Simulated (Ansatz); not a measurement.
**NaCl (Fm-3m): G0W0 against its settings**

NaCl (started from an entry of an open crystallographic database), relaxed with r2SCAN; one-shot G0W0 in Ansatz without spin-orbit coupling. Calculated for a static, non-magnetic cell.

Space group Fm-3m (No. 225). a = 5.605 Å, b = 5.605 Å, c = 5.605 Å, α = 90.00°, β = 90.00°, γ = 90.00°

| atom | site | symmetry | x | y | z |
| --- | --- | --- | --- | --- | --- |
| Na | 4a | m-3m | 0.0000 | 0.0000 | 0.0000 |
| Cl | 4b | m-3m | 0.5000 | 0.0000 | 0.0000 |

Gaps are read over the mesh points alone. G0W0 here is at a finite number of bands, screening cutoff and k mesh, not at the basis limit.
```csv
start,potentials,frequency model,mesh,empty bands,screening cutoff (eV),Kohn-Sham gap (eV),G0W0 gap (eV),rough cost
PBE,PAW,contour deformation,4×4×4,71,80,5.18,7.77,7 core-seconds
PBE,PAW,contour deformation,4×4×4,165,140,5.18,7.94,20 core-seconds
PBE,PAW,contour deformation,4×4×4,304,210,5.18,8.04,70 core-seconds
HSE06,PAW,contour deformation,4×4×4,165,140,6.56,8.61,60 core-seconds
LDA,PAW,contour deformation,4×4×4,165,140,4.76,7.75,20 core-seconds
r2SCAN,PAW,contour deformation,4×4×4,165,140,5.97,8.39,24 core-seconds
PBE,PAW,Godby-Needs pole,4×4×4,165,140,5.18,7.94,22 core-seconds
PBE,PAW,contour deformation,6×6×6,71,80,5.18,7.76,40 core-seconds
PBE,norm-conserving,contour deformation,4×4×4,165,140,5.18,7.93,40 core-seconds
```

Over the mesh points the PBE gap of 5.18 eV becomes a quasiparticle gap of 8.04 eV (direct at Γ), a change of +2.86 eV. Renormalisation factors Z lie between 0.80 and 0.86.

Raising bands and cutoff together moves the gap by +0.17 eV (80 to 140 eV), then +0.10 eV (140 to 210 eV); the last step is still large, so the basis limit isn't reached. Starting from HSE06 (6.56 eV against PBE's 5.18 eV) gives 8.61 eV, +0.67 eV from G0W0@PBE at the same screening cutoff. Starting from LDA (4.76 eV against PBE's 5.18 eV) gives 7.75 eV, -0.19 eV from G0W0@PBE at the same screening cutoff. Starting from r2SCAN (5.97 eV against PBE's 5.18 eV) gives 8.39 eV, +0.45 eV from G0W0@PBE at the same screening cutoff. The Godby-Needs plasmon pole differs from contour deformation by 0.00 eV. A 6×6×6 mesh in place of 4×4×4 changes the opening over PBE by -0.01 eV (the gap on the mesh by -0.01 eV). Norm-conserving potentials (wave cutoff 1197 eV against 420 eV) shift the quasiparticle gap by -0.01 eV and the PBE gap by 0.00 eV. r2SCAN runs take a wave cutoff of 500 eV.
